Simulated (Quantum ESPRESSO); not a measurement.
**Ta2N: equation of state with r2SCAN**

The system is Ta2N.

```
Ta N
1.0
     3.11286    0.00000    0.00000
    -1.55643    2.69582    0.00000
     0.00000    0.00000    4.86984
Ta N
2 1
Direct
  0.33333 0.66667 0.25471
  0.66667 0.33333 0.74529
  0.00000 0.00000 0.00000
```

The cell comes from a database or a generator and needn't be the stable form of this composition.

- Program: Quantum ESPRESSO 7.5
- Task: equation of state
- Functional: r2SCAN
- Potentials or basis: SG15 PBE 1.2
- Cutoff: 1197 eV
- Density cutoff: 4789 eV
- k mesh: 4 × 4 × 2
- Occupations: fermi-dirac, width 0.05 eV
- Spin: no spin polarisation

```
Equilibrium volume                        : 12.96 Å³/atom
Bulk modulus at fixed shape and positions : 306 GPa
Pressure derivative of the bulk modulus   : 4.3
```

Energy against volume, from the lowest point:
```
volume (Å³/atom)  energy (meV/atom)
          12.805               0.80
          13.077               0.00
          13.350               9.65
          13.622              28.63
          13.895              55.95
          14.167              90.75
          14.439             132.25
```

All runs of the series together: 9.5 min on 2 threads of Intel(R) Xeon(R) Platinum 8375C CPU @ 2.90GHz (Ice Lake), on a shared host.

Caveat: the k mesh is coarse (spacing up to 0.65 Å⁻¹), so the values aren't converged; the potentials were made for another functional, which shifts forces and pressure; the cell was scaled at fixed shape and fractional positions, which overstates the stiffness of a crystal with free parameters, most of all of layers and chains. Spin-orbit coupling is left out, which matters for the levels of Ta.
